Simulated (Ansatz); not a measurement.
# MnS (P6_3mc) in Ansatz: equation of state

Aim: energy against volume of MnS in PBEsol, for its equilibrium volume and stiffness.

Everything below comes from runs of Ansatz 0.2.0. Logs are shortened: lines on timing, memory, paths and dates and some standing lists are left out, and cuts for length are marked.

**1. The structure**

It takes space group P6_3mc (No. 186, hexagonal). The conventional cell has a = 3.954 Å, b = 3.954 Å, c = 6.343 Å, α = 90.00°, β = 90.00°, γ = 120.00°. Around Mn (site symmetry 3m) lie 4 S at 2.36 to 2.42 Å. S (site symmetry 3m) has 4 Mn at 2.36 to 2.42 Å as nearest neighbours.

The cell is a database's computed one.

**2. Equation of state, PBEsol, collinear spin, ferromagnetic start**

Potentials or basis: all-electron LAPW, scalar-relativistic.

No new run: the results of the series are fitted here.

Results:

| Item | Value |
| --- | --- |
| Equilibrium volume | 21.26 Å³/atom (rough: see the caveat) |
| Bulk modulus at fixed shape and positions | 50 GPa (rough) |

Energy against volume, from the lowest point:
| volume (Å³/atom) | energy (meV/atom) |
| --- | --- |
| 20.176 | 8.36 |
| 20.606 | 2.90 |
| 21.035 | 0.05 |
| 21.464 | 0.00 |
| 21.893 | 2.70 |
| 22.323 | 8.00 |
| 22.752 | 15.77 |

Caveat: the fit is doubtful: noisy points or a state that changes with volume; the magnetic or orbital state may not be the lowest; the cell was scaled at fixed shape and fractional positions, which overstates the stiffness of a crystal with free parameters, most of all of layers and chains.
